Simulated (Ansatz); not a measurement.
# CsI: the cost of one run

Computed with Ansatz 0.2.0 (DFT PBE, scalar-relativistic, plane waves, PAW, unless a step's input says otherwise).

3 further runs of the same task are left out: 3 set aside as unsound or not needed.

## 1. The system as given

It takes space group Pm-3m (No. 221, cubic). The conventional cell has a = 4.666 Å, b = 4.666 Å, c = 4.666 Å, α = 90.00°, β = 90.00°, γ = 90.00°. Cs (site symmetry m-3m) has 8 I at 4.04 Å as nearest neighbours. Around I (site symmetry m-3m) lie 8 Cs at 4.04 Å.

As a file:

```
Cs I
1.0
    -4.66601    0.00000   -4.66601
     0.00000   -4.66601   -4.66601
    -4.66601   -4.66601    0.00000
Cs I
2 2
Direct
  0.50000 0.50000 0.50000
  0.00000 0.00000 0.00000
  0.25000 0.25000 0.25000
  0.75000 0.75000 0.75000
```

It is built from the cell relaxed beforehand with the same method (50.79 Å³/atom).

## 2. Zero of the scan

input.yaml reads:

```yaml
crystal:
  lattice:
    - [-4.6660147546, 0.0, -4.6660147546]
    - [0.0, -4.6660147546, -4.6660147546]
    - [-4.6660147546, -4.6660147546, 0.0]
  atoms:
    - { symbol: Cs, position: [0.5, 0.5, 0.5] }
    - { symbol: Cs, position: [0.0, 0.0, 0.0] }
    - { symbol: I, position: [0.25, 0.25, 0.25] }
    - { symbol: I, position: [0.75, 0.75, 0.75] }
basis:
  ecutwfc: 420
kpoints:
  mp_grid: { grid: [4, 4, 4] }
hamiltonian:
  xc: pbe
scf:
  occupations: { method: gaussian, width: 0.05 }
output:
  forces: true
  stress: true
  eigenvalues: true
```

Run with:

```
ansatz run input.yaml --threads 2 --pin off --max-ram 5120MiB --backend cpu --events-out ev --progress --plain --runs-dir out
```

Q: Estimate wall time and peak memory on 2 threads of Arm Neoverse V2, shared host.

About 1.4 s, with a peak of 0.46 GiB.
